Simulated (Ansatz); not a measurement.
ZnS:

```
Zn S
1.0
     0.00000    2.70200    2.70200
     2.70200    0.00000    2.70200
     2.70200    2.70200    0.00000
Zn S
1 1
Direct
  0.75000 0.75000 0.75000
  0.00000 0.00000 0.00000
```

- Program: Ansatz 0.2.0
- Task: relaxation of cell and atoms
- Functional: PBEsol
- Potentials or basis: Ansatz PAW
- Cutoff: 420 eV (not typed: the program's choice for these potentials)
- k mesh: 9 × 9 × 9
- Occupations: fermi-dirac, width 0.05 eV
- Spin: no spin polarisation

At the start: volume 19.73 Å³/atom.

**Question.** How do energy, volume and symmetry change on relaxing?

**Answer.** It ends after 4 steps and the volume is 19.20 Å³/atom (-2.7 %); space group F-43m (No. 216, to 0.05 Å).

Step by step:
| step | energy change (eV) | largest force (eV/Å) | volume (Å³) |
| --- | --- | --- | --- |
| 1 | 0.0000 | 0.0000 | 39.45 |
| 2 | -0.0056 | 0.0000 | 38.85 |
| 3 | -0.0069 | 0.0000 | 38.40 |
| 4 | -0.0065 | 0.0000 | 38.40 |

Final structure:
```
Zn S
1.0
     0.00000    2.67777    2.67777
     2.67777    0.00000    2.67777
     2.67777    2.67777    0.00000
Zn S
1 1
Direct
  0.75000 0.75000 0.75000
  0.00000 0.00000 0.00000
```

Caveat: the plane-wave basis is chosen anew once the cell has moved, so the energies of steps on either side of that aren't comparable; the PAW data sets come from PBE, with cores solved anew for the run's functional, which leaves a small shift of forces and pressure.
